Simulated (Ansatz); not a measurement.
## BeO: pressure series

Start from BeO in the wurtzite structure (space group P6_3mc, No. 186; a = 2.693 Å, c = 4.373 Å).

Cell and atoms are relaxed at each pressure.

Level of theory: plane-wave PAW DFT at the PBEsol level (Ansatz, a quantum-chemistry and plane-wave program, 420 eV), no spin-orbit coupling.

Candidates:
(a) pressure 5 GPa
(b) pressure 0.3 GPa
(c) pressure −1 GPa
(d) pressure 10 GPa

Base values:

The band gap is 7.51 eV.

Order them by band gap, lowest first.

(c) pressure −1 GPa (7.46 eV), (b) pressure 0.3 GPa (7.52 eV), (a) pressure 5 GPa (7.74 eV), (d) pressure 10 GPa (7.96 eV)

Load acts through the strain it causes; cell and atoms are relaxed under it. No phonon test of stability was made. No other phases were tried under pressure.
